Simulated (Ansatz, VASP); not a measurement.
## Two plane-wave programs on MgO

File INCAR:

```
SYSTEM = MgO
PREC     = Accurate       ! precision mode
ENCUT    = 520            ! plane-wave cutoff, eV
EDIFF    = 1E-7           ! SCF threshold, eV
ISMEAR   = -1             ! smearing method
SIGMA    = 0.02           ! smearing width, eV
LREAL    = .FALSE.        ! projectors in reciprocal space
LASPH    = .TRUE.         ! aspherical terms in the spheres
NELM     = 80             ! most SCF steps
ALGO     = Fast           ! electronic algorithm
ISIF     = 2              ! what is computed and relaxed
LWAVE    = .FALSE.        ! write WAVECAR
LCHARG   = .TRUE.         ! write CHGCAR
GGA      = PE             ! functional
LELF     = .TRUE.         ! ELF
LVHAR    = .TRUE.       
NBANDS   = 11             ! bands
```

KPOINTS

```
Automatic mesh
0
G
  10 10 10
  0 0 0
```

Contents of POSCAR:

```
MgO
1.0
    0.0272319342      2.3092375966      2.3092375966
    2.3092375966      0.0272319342      2.3092375966
    2.3092375966      2.3092375966      0.0272319342
Mg O
1 1
Direct
    0.0009799497      0.0009799497      0.0009799497
    0.2490200503      0.2490200503      0.2490200503
```

Input for Ansatz:

```yaml
crystal:
  lattice:
    - [0.0272319342, 2.3092375966, 2.3092375966]
    - [2.3092375966, 0.0272319342, 2.3092375966]
    - [2.3092375966, 2.3092375966, 0.0272319342]
  atoms:
    - { symbol: Mg, position: [0.0009799497, 0.0009799497, 0.0009799497] }
    - { symbol: O, position: [0.2490200503, 0.2490200503, 0.2490200503] }
kpoints:
  mp_grid: { grid: [10, 10, 10] }
  band_path:
    path:
      - [0.0, 0.0, 0.0]
      - [-0.5, -0.5, 0.0]
      - [-0.375, -0.375, 0.25]
      - [-0.375, 0.0, 0.375]
      - [0.0, 0.0, 0.5]
      - [-0.5, -0.25, 0.25]
    npoints: 1
hamiltonian:
  xc: pbe
scf:
  occupations: { method: fermi_dirac, width: 0.02 }
  n_extra_bands: 4
output:
  forces: true
  stress: true
  eigenvalues: true
```

Change from the starting cell: shear_111 strain +1.8%.

Alike in both runs: task single point; functional PBE; k mesh 10 × 10 × 10; occupations fermi-dirac, width 0.02 eV; no spin polarisation.

```csv
,VASP,Ansatz
version,VASP 6.6.1,Ansatz 0.2.0
potentials or method,"VASP PAW PBE potentials, release 64 (Mg, O)","plane waves, PAW"
plane-wave cutoff (eV),520,420
valence electrons in the cell,8,16
```

```csv
,VASP,Ansatz,Ansatz less VASP
gap on the k mesh at the Fermi level (eV),3.51,3.52,+0.016
pressure (GPa),1.2,1.6,+0.39
largest component of the traceless stress (GPa),1.03,1.01,-0.015
rms of the force components (eV/Å),0.006,0.005,-0.0001
```

Atom by atom the forces differ by 0.000 eV/Å (rms over components). The two sets of potentials don't hold the same shells in valence.
